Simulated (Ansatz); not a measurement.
**Structure types of Pb compared at 64 GPa**

Structure types of Pb are relaxed in primitive cells with their symmetry kept at 64 GPa, first on PAW files, then by LAPW. The enthalpy is E + pV at zero temperature, without zero-point motion. Only the types listed were tried, and differences under about 5 meV/atom are mesh noise. The real phase may be another.

Level of theory: DFT with PBE, scalar-relativistic, in Ansatz 0.2.0; Fermi–Dirac smearing of 0.05 eV, no spin polarisation. LAPW: all electrons, basis error target 0.5 meV/atom; PAW: frozen-core files, cutoff 420 eV.

k meshes: fcc 15×15×15, bcc 16×16×16, hcp 15×15×8, diamond 12×12×12, sc 14×14×14, simple hexagonal 15×15×14.

Spin–orbit coupling is left out, which matters for the heavy atoms.

**Question.** Which type is lowest in enthalpy, and by how much?

**Answer.** hcp, 28 meV/atom below bcc. The whole table:

```csv
start type,ends as,"a, b, c (Å)",V (Å³/atom),"H − H(lowest), LAPW (meV/atom)","same, PAW"
fcc,"fcc, Fm-3m","4.282, 4.282, 4.282",19.63,31.4,31.4
bcc,"bcc, Im-3m","3.393, 3.393, 3.393",19.52,28.4,28.3
hcp,"hcp, P6_3/mmc","3.008, 3.008, 4.984",19.53,0.0,0.0
diamond,"diamond, Fd-3m","5.790, 5.790, 5.790",24.26,2815.8,2815.9
sc,"sc, Pm-3m","2.745, 2.745, 2.745",20.67,766.6,766.4
simple hexagonal,"simple hexagonal, P6/mmm","2.907, 2.907, 2.745",20.09,387.6,387.4
```

**Question.** Split the lead of hcp over bcc into energy and pV.

**Answer.** For bcc less hcp: ΔE = +30.7 meV/atom, and p·ΔV = 64 GPa × -0.0059 Å³ × 6.242 meV/(GPa·Å³) = -2.4 meV/atom, together 28.3 meV/atom. hcp wins by its internal energy, though it is the less dense.
